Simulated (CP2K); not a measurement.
## BeTe under changes of volume

One of the cells (30.598 Å³/atom); the others are scaled copies at fixed shape and fractional positions:

```
Be Te
1.0
     5.11946    0.00000    0.00000
    -3.87192    3.34920    0.00000
     0.00000    0.00000    3.56915
Be Te
1 1
Direct
  0.50000 0.50000 0.50000
  0.00000 0.00000 0.00000
```

The cell was built by a generator and needn't be a form met in nature.

| Item | Value |
| --- | --- |
| Program | CP2K 2026.2 |
| Functional | PBE |
| Potentials or basis | POTENTIAL_UZH Be GTH-PBE-q4, Te GTH-PBE-q6; TZVP-MOLOPT-PBE-GTH basis |
| Density cutoff | 11565 eV |
| k mesh | 8 × 8 × 8 |
| Occupations | fermi-dirac, width 0.05 eV |
| Spin | no spin polarisation |

```csv
volume (Å³/atom),energy over the lowest point (meV/atom),pressure (GPa)
28.763,?,?
29.375,16.12,2.8
29.987,7.39,1.8
30.598,2.10,1.0
31.210,0.00,0.2
31.822,0.64,-0.5
32.434,3.81,-1.1
```

Task: What does the run at 28.763 Å³/atom give?

Result: Energy over the lowest point 28.66 meV/atom; pressure 3.8 GPa.

Worked out: A Birch-Murnaghan fit of order 3 (a polynomial in V^(-2/3)) to the other rows has its minimum at 31.36 Å³/atom with B0 = V·E''(V) = 36 GPa and B' = 4.6 at fixed shape and positions, which overstates the stiffness. It gives 28.77 meV/atom at 28.763 Å³/atom, against the run's 28.66, and -dE/dV = 3.9 GPa, against 3.8.

Energies are extrapolated to zero smearing.

Caveats: with these potentials and basis sets, volumes of gold and of layered tellurides can stand 1.5 % and more from those of plane-wave programs; the basis of atomic orbitals isn't converged, which shifts pressures, moduli and gaps.
